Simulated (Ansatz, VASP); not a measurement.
HfB2: VASP beside Ansatz

```
Hf B
1.0
     3.14000    0.00000    0.00000
    -1.57000    2.71932    0.00000
     0.00000    0.00000    3.51480
Hf B
1 2
Direct
  0.00000 0.00000 0.00000
  0.33333 0.66667 0.50000
  0.66667 0.33333 0.50000
```

Change from the starting cell: zz strain of +1 %, crystal datasets.

Alike in both runs: task electric field gradients; functional PBEsol; k mesh 15 × 15 × 12; occupations fermi-dirac, width 0.03 eV; no spin polarisation.

```csv
,VASP,Ansatz
version,VASP 6.6.1,Ansatz 0.2.0
potentials or method,"VASP PAW PBE potentials, release 64 (Hf_pv, B), cutoff 520 eV","all-electron PAW with datasets made for the crystal, scalar-relativistic"
```

Ansatz gave:

- pressure (GPa): -6.5
- largest component of the traceless stress (GPa): 2.97
- Vzz of the field gradient on the site that differs most (V/Å²): 117.6

Q: Estimate VASP's values.

A: Pressure (GPa): -6.7; largest component of the traceless stress (GPa): 2.87; Vzz of the field gradient on the site that differs most (V/Å²): 82.8.

Ansatz ran all-electron here, so the differences hold the error of VASP's frozen core and of both bases. Ansatz warned: «gradients_without_spin_orbit».

Caveats: the PAW data sets were made with another functional, which shifts forces and pressure a little (VASP). Spin-orbit coupling is left out, which matters for the levels of Hf.
